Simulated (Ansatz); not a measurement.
The system is NiO.

```
Ni O
1.0
     0.00000    2.09131    2.09131
     2.09131    0.00000    2.09131
     2.09131    2.09131    0.00000
Ni O
1 1
Cartesian
  0.0000 0.0000 0.0000
  2.0913 2.0913 2.0913
```

* Program: Ansatz 0.2.0
* Task: single point
* Functional: PBE
* Potentials or basis: all-electron LAPW, scalar-relativistic
* Cutoff: 376 eV (chosen from the basis error)
* Basis error allowed: 0.001 eV/atom
* k mesh: 11 × 11 × 11
* Occupations: fermi-dirac, width 0.05 eV
* Spin: collinear spin, ferromagnetic start
* Starting moments: [1.0, 0.0] μB

On this cell: pressure 4.8 GPa; largest force zero by symmetry; net moment 1.80 μB per cell; site moments Ni +1.49; O +0.29 μB; band gap on the k mesh none (metal or under the smearing width).

The same run follows on a disturbed copy (atoms moved at random, drawn with an rms of 0.05 Å):

```
Ni O
1.0
     0.00000    2.09131    2.09131
     2.09131    0.00000    2.09131
     2.09131    2.09131    0.00000
Ni O
1 1
Direct
  0.98170 0.98529 0.01021
  0.49719 0.50288 0.48492
```

**Question.** What changes?

**Answer.** The energy (extrapolated to zero smearing) moves by +2.9 meV/atom; pressure 5.7 GPa; largest force 0.164 eV/Å; net moment 1.83 μB per cell; site moments Ni +1.51; O +0.30 μB; band gap on the k mesh none (metal or under the smearing width).

Forces in eV/Å, atoms in the order of the input:
```
Ni  -0.032 -0.041  0.156
O    0.032  0.041 -0.156
```

Stress tensor (GPa, compression positive):
```
 5.04  0.01 -0.01
 0.01  5.10 -0.02
-0.01 -0.02  6.88
```

Caveats: a cell with one magnetic atom can't hold antiferromagnetic order, which such compounds often take; semilocal functionals often make such compounds metallic where correlation or magnetic order opens a gap, which also shifts bond lengths.
